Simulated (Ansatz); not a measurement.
# LiNbO3: the cost of one run

Computed with Ansatz 0.2.0 (DFT PBE, scalar-relativistic, plane waves, PAW, unless a step's input says otherwise).

1 further run of the same task is left out (set aside as unsound or not needed).

### Step 1. The system as given

Symmetry: Pm-3m, No. 221, cubic system. The conventional cell has a = 3.739 Å, b = 3.739 Å, c = 3.739 Å, α = 90.00°, β = 90.00°, γ = 90.00°. Li (site symmetry m-3m) is surrounded by 6 O at 1.87 Å. Around Nb (site symmetry m-3m) lie 12 O at 2.64 Å. O (site symmetry 4/mmm) is surrounded by 2 Li at 1.87 Å and 4 Nb at 2.64 Å.

Structure file:

```cif
data_structure
_symmetry_space_group_name_H-M 'P 1'
_symmetry_Int_Tables_number 1
_cell_length_a 3.7390
_cell_length_b 3.7390
_cell_length_c 3.7390
_cell_angle_alpha 90.000
_cell_angle_beta 90.000
_cell_angle_gamma 90.000
_cell_volume 52.27
loop_
_atom_site_label
_atom_site_type_symbol
_atom_site_fract_x
_atom_site_fract_y
_atom_site_fract_z
_atom_site_occupancy
Li1 Li 0.50000 0.50000 0.50000 1
Nb1 Nb 0.00000 0.00000 0.00000 1
O1 O 0.00000 0.50000 0.50000 1
O2 O 0.50000 0.00000 0.50000 1
O3 O 0.50000 0.50000 0.00000 1
```

This is candidate A: cubic perovskite type (Pm-3m, No. 221).

(A quick probe on a coarse mesh, which set the mesh and smearing, is not shown.)

### Step 3. Rough relaxation on the coarse mesh (candidate A)

input.yaml

```yaml
crystal:
  lattice:
    - [3.738964624, 0.0, 0.0]
    - [0.0, 3.738964624, 0.0]
    - [0.0, 0.0, 3.738964624]
  atoms:
    - { symbol: Li, position: [0.5, 0.5, 0.5] }
    - { symbol: Nb, position: [0.0, 0.0, 0.0] }
    - { symbol: O, position: [0.0, 0.5, 0.5] }
    - { symbol: O, position: [0.5, 0.0, 0.5] }
    - { symbol: O, position: [0.5, 0.5, 0.0] }
basis:
  ecutwfc: 420
kpoints:
  mp_grid: { grid: [6, 6, 6] }
hamiltonian:
  xc: pbe
scf:
  occupations: { method: gaussian, width: 0.1 }
  lower_state_search: "off"
output:
  forces: true
  stress: true
  eigenvalues: true
relax:
  adjacent_minimum: "off"
  f_tol: 0.04
  max_steps: 70
  cell: { stress_tol: 0.4 }
```

On the command line:

```console
$ ansatz run input.yaml --threads 1 --pin off --max-ram 2560MiB --backend cpu --events-out ev --progress --plain --runs-dir out
```

**Question.** How long does this run take on 1 thread of Intel Xeon 6975P-C (Granite Rapids), shared host, and how much memory does it need?

About 8 s, with a peak of 0.4 GiB.
